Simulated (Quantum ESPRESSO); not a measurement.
## AlN under changes of volume

One of the cells (10.417 Å³/atom); the others are scaled copies at fixed shape and fractional positions:

```
CELL_PARAMETERS angstrom
0.00000 2.18399 2.18399
2.18399 0.00000 2.18399
2.18399 2.18399 0.00000
ATOMIC_POSITIONS crystal
Al 0.00000 0.00000 0.00000
N 0.25000 0.25000 0.25000
```

Measurements of this composition are mostly on another form, of space group No. 186.

* Program: Quantum ESPRESSO 7.5
* Functional: r2SCAN
* Potentials or basis: SG15 PBE 1.2
* Cutoff: 1197 eV
* Density cutoff: 4789 eV
* k mesh: 8 × 8 × 8
* Occupations: fermi-dirac, width 0.05 eV
* Spin: no spin polarisation

```tsv
volume (Å³/atom)	energy over the lowest point (meV/atom)	pressure (GPa)	gap on the mesh (eV)
9.792	?	?	?
10.001	15.29	10.7	3.94
10.209	4.57	5.8	3.93
10.417	0.00	1.3	3.91
10.626	0.99	-2.8	3.90
10.834	7.03	-6.5	3.88
11.042	17.65	-9.8	3.86
```

Question: What does the run at 9.792 Å³/atom give?

Answer: Energy over the lowest point 32.78 meV/atom; pressure 16.2 GPa; gap on the mesh 3.96 eV.

Worked out: A Birch-Murnaghan fit of order 3 (a polynomial in V^(-2/3)) to the other rows has its minimum at 10.48 Å³/atom with B0 = V·E''(V) = 209 GPa and B' = 3.9. It gives 32.87 meV/atom at 9.792 Å³/atom, against the run's 32.78, and -dE/dV = 16.3 GPa, against 16.2. A straight line through the other rows of the gap, of slope -0.807 eV per unit of ln V, extrapolates to 3.96 eV, against the run's 3.96.

Energies are extrapolated to zero smearing.

Caveats: the potentials were made for another functional, which shifts forces and pressure.

A mesh can miss the band edges.
